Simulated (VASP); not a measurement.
## TiSe2: relaxation of cell and atoms with PBE

The system is TiSe2.

```
CELL_PARAMETERS angstrom
3.54485 0.00000 0.00000
-1.77243 3.06993 0.00000
0.00000 0.00000 6.68994
ATOMIC_POSITIONS crystal
Ti 0.00000 0.00000 0.00000
Se 0.33333 0.66667 0.23116
Se 0.66667 0.33333 0.76884
```

```yaml
Program: VASP 6.6.1
Task: relaxation of cell and atoms
Functional: PBE
Potentials_or_basis: VASP PAW PBE potentials, release 64 (Ti_sv, Se)
Cutoff: 600 eV
k_mesh: 12 × 12 × 6
Occupations: methfessel-paxton, width 0.1 eV
Spin: no spin polarisation
Further_INCAR_settings: ALGO = Normal; EDIFF = 1e-07; IBRION = 2; EDIFFG = -0.005; NSW = 90; ISIF = 3
```

The relaxed volume is 24.28 Å³/atom, the relaxed cell is a = 3.545 Å, b = 3.545 Å, c = 6.692 Å, α = 90.00°, β = 90.00°, γ = 120.00° and the space group after relaxing (to 0.05 Å) is P-3m1 (No. 164). The energy gained by relaxing is 0.0 meV/atom and the ionic steps are 2. The pressure after relaxing is 0.0 GPa. The band gap on the k mesh is none (metal or under the smearing width).

Forces in eV/Å, atoms in the order of the input:
```
Ti   0.000  0.000  0.000
Se   0.000  0.000 -0.003
Se   0.000  0.000  0.003
```

Final structure:
```cif
data_structure
_symmetry_space_group_name_H-M 'P 1'
_symmetry_Int_Tables_number 1
_cell_length_a 3.5450
_cell_length_b 3.5450
_cell_length_c 6.6916
_cell_angle_alpha 90.000
_cell_angle_beta 90.000
_cell_angle_gamma 120.000
_cell_volume 72.83
loop_
_atom_site_label
_atom_site_type_symbol
_atom_site_fract_x
_atom_site_fract_y
_atom_site_fract_z
_atom_site_occupancy
Ti1 Ti 0.00000 0.00000 0.00000 1
Se1 Se 0.33333 0.66667 0.23119 1
Se2 Se 0.66667 0.33333 0.76881 1
```

Levels at points of the mesh, in eV from the Fermi level:
```
           k point  band 10  band 11  band 12  band 13  band 14  band 15
(0.00, 0.00, 0.00)    -0.53     0.47     0.47     0.50     0.50     0.67
(0.50, 0.00, 0.00)    -2.25    -2.18    -1.11     0.08     1.35     1.72
(0.00, 0.00, 0.50)    -2.05     0.45     0.45     0.47     0.47     1.07
(0.50, 0.00, 0.50)    -2.30    -1.53    -1.00    -0.08     1.35     1.71
```

It took 3.7 min on 1 thread of Intel(R) Xeon(R) Platinum 8375C CPU @ 2.90GHz (Ice Lake) (shared host), peak memory 0.3 GiB.

Caveat: this functional lacks dispersion, which binds the layers, so the pressure and a relaxed spacing across them are unreliable.
